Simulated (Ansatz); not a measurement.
**Cu under changes of volume**

One of the cells (11.810 Å³/atom); the others are scaled copies at fixed shape and fractional positions:

```
Cu
1.0
     0.00000    1.80750    1.80750
     1.80750    0.00000    1.80750
     1.80750    1.80750    0.00000
Cu
1
Direct
  0.00000 0.00000 0.00000
```

```yaml
Program: Ansatz 0.2.0
Functional: PBE
Potentials_or_basis: SSSP precision PAW
Cutoff: 1225 eV
Density_cutoff: 12245 eV
k_mesh: 13 × 13 × 13
Occupations: fermi-dirac, width 0.05 eV
Spin: no spin polarisation
```

| volume (Å³/atom) | energy over the lowest point (meV/atom) | pressure (GPa) |
| --- | --- | --- |
| 11.102 | ? | ? |
| 11.338 | 15.22 | 8.6 |
| 11.574 | 5.32 | 4.9 |
| 11.810 | 0.44 | 1.7 |
| 12.047 | 0.00 | -1.1 |
| 12.283 | 3.52 | -3.6 |
| 12.519 | 10.53 | -5.9 |

Task: What does the run at 11.102 Å³/atom give?

Result: Energy over the lowest point 30.77 meV/atom; pressure 12.6 GPa.

Worked out: A Birch-Murnaghan fit of order 3 (a polynomial in V^(-2/3)) to the other rows has its minimum at 11.95 Å³/atom with B0 = V·E''(V) = 142 GPa and B' = 5.1. It gives 30.77 meV/atom at 11.102 Å³/atom, against the run's 30.77, and -dE/dV = 12.6 GPa, against 12.6.

Energies are extrapolated to zero smearing.
